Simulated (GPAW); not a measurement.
Crystal: Sb.

```
CELL_PARAMETERS angstrom
-1.59487 1.55125 2.72767
1.54722 -1.56493 2.70791
1.61542 1.58547 -2.73561
ATOMIC_POSITIONS crystal
Sb 0.00000 0.00000 0.00000
```

This isn't the form of Sb at room conditions, which is rhombohedral.

The cell isn't the ideal one: cell sheared at random, sigma 0.01, atoms nudged by 0.01 Å.

```yaml
Program: GPAW 26.7.0
Task: relaxation of cell and atoms
Functional: PBE
Dispersion: D4
Potentials_or_basis: GPAW PAW data sets (gpaw-data 1.2.1)
Cutoff: 600 eV
Basis: pw
k_mesh: 8 × 8 × 10
Occupations: methfessel-paxton, width 0.1 eV
Spin: no spin polarisation
```

At the start: pressure -1.7 GPa; volume 26.96 Å³/atom.

Task: Where does the relaxation end?

Result: Over 17 steps the energy falls by 48.4 meV/atom and the volume is 26.40 Å³/atom (-2.1 %); space group C2/m (No. 12, to 0.05 Å).

Step by step:
| step | energy change (eV) | largest force (eV/Å) | pressure (GPa) | volume (Å³) |
| --- | --- | --- | --- | --- |
| 1 | 0.0000 | 0.0000 | -1.71 | 26.96 |
| 2 | -0.0064 | 0.0000 | -1.00 | 26.63 |
| 3 | 0.0465 | 0.0000 | 10.00 | 23.52 |
| 4 | -0.0219 | 0.0000 | 1.31 | 25.75 |
| 5 | -0.0248 | 0.0000 | 1.39 | 25.74 |
| 6 | -0.0465 | 0.0000 | 0.38 | 26.17 |
| 7 | -0.0467 | 0.0000 | 0.20 | 26.24 |
| 8 | -0.0470 | 0.0000 | -0.05 | 26.34 |
| 9 | -0.0473 | 0.0000 | -0.12 | 26.38 |
| 10 | -0.0475 | 0.0000 | -0.14 | 26.40 |
| 11 | -0.0477 | 0.0000 | -0.06 | 26.39 |
| 12 | -0.0479 | 0.0000 | 0.12 | 26.33 |
| 13 | -0.0482 | 0.0000 | 0.25 | 26.31 |
| 14 | -0.0483 | 0.0000 | 0.15 | 26.34 |
| 15 | -0.0484 | 0.0000 | -0.04 | 26.42 |
| 16 | -0.0483 | 0.0000 | -0.03 | 26.41 |
| 17 | -0.0484 | 0.0000 | 0.01 | 26.40 |

Final structure:
```
Sb
1.0
    -1.20146    1.58872    2.80191
     1.59054   -1.19874    2.80156
     1.50887    1.51092   -2.57693
Sb
1
Direct
  0.00000 0.00000 0.00000
```

Caveat: later steps reuse the first step's grids; this smearing can pin the Fermi level at a band edge; pairwise dispersion overbinds metals, which lowers pressure and volume.
